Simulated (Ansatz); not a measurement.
Checking a converged run of Fe

System: Fe, an experimental structure (space group Fm-3m, primitive cell doubled); the cell holds 2 atoms. Source: COD entry 9014231; the sample's temperature and pressure aren't taken into account, and it need not be the stable phase.

All numbers below come from DFT, PBE, PAW, plane waves, scalar-relativistic in Ansatz development build ahead of 0.2.0.

```yaml
crystal:
  lattice:
    - [0.0, 1.7695, 1.7695]
    - [1.7695, 0.0, 1.7695]
    - [3.539, 3.539, 0.0]
  atoms:
    - { symbol: Fe, position: [0.0, 0.0, 0.0], spin: 4.0 }
    - { symbol: Fe, position: [0.0, 0.0, 0.5], spin: -4.0 }
magnetization:
  spin_polarized: true
hamiltonian:
  xc: pbe
  pseudopotentials: { kind: paw }
basis:
  ecutwfc: 420
kpoints:
  mp_grid: { grid: [13, 13, 7] }
scf:
  occupations: { method: fermi_dirac, width: 0.05 }
  lower_state_search: "off"
output:
  forces: true
  stress: true
```

Time: 5 s on 2 threads of x86-64 server CPU, with other jobs on the host, peak memory 0.53 GiB.

The end of the output:

```
SCF converged after 12 iterations
Magnetization: 0.0000 μB (16.0000 up, 16.0000 down)
Absolute magnetization: 2.8738 μB (∫|ρ↑−ρ↓|, with the PAW one-centre terms)
Spin contamination: 0.9922 ħ² per cell (⟨S²⟩ above its minimum at these occupations)
Per-site moments (μB) at R_I (Å): [(1.4028, 1.0322), (-1.4028, 1.0322)]
Free energy (F): -8960.645437 eV
Harris-Foulkes:  -8960.645437 eV  (|F-HF|=8.84e-10)
Internal energy: -8960.612362 eV  (E = F + TS)
E sigma→0 (E₀):  -8960.628900 eV
Entropy (-TS):   -0.033075 eV (-16.538 meV/atom)
Fermi energy:    19.208116 eV
--- Forces (eV/Å), atoms counted from 1 ---
  atom   1  Fe    -0.00000000    -0.00000000     0.00000000
  atom   2  Fe     0.00000000     0.00000000     0.00000000
--- Stress (GPa, compression-positive) ---
       -8.176708       3.059288      -3.080952
        3.059288      -8.176708      -3.080952
       -3.080961      -3.080961      -8.265917
  P = ⅓ Tr σ = -8.2064 GPa (-82.064 kbar)
```

The mesh has less symmetry than the lattice, which lowers the symmetry of the run.

Site moments are taken inside atomic spheres and don't add up to the total.

Question: Has the SCF ended in the lowest solution? If not, by how much is it too high?

Answer: No. A state 13.2 meV/atom (0.026 eV per cell) lower exists in this cell: ferromagnetic, site moments Fe1 1.16, Fe2 1.16 μB, total 2.27 μB per cell, no gap on the k-mesh. It was reached from: parallel moments, default search for lower states [Fe1 4.00, Fe2 4.00 μB]; the moments in brackets, symmetry off, plain SCF [Fe1 4.00, Fe2 4.00 μB]. The wrong state matters: the pressure is -10.0 GPa there against -8.2 GPa here. States within about 5 meV/atom are too close for this mesh, smearing and search to settle their order. This multiple of the primitive cell fits some opposed orders; other multiples fit others. Orders that need a larger cell or non-collinear spins weren't tried.
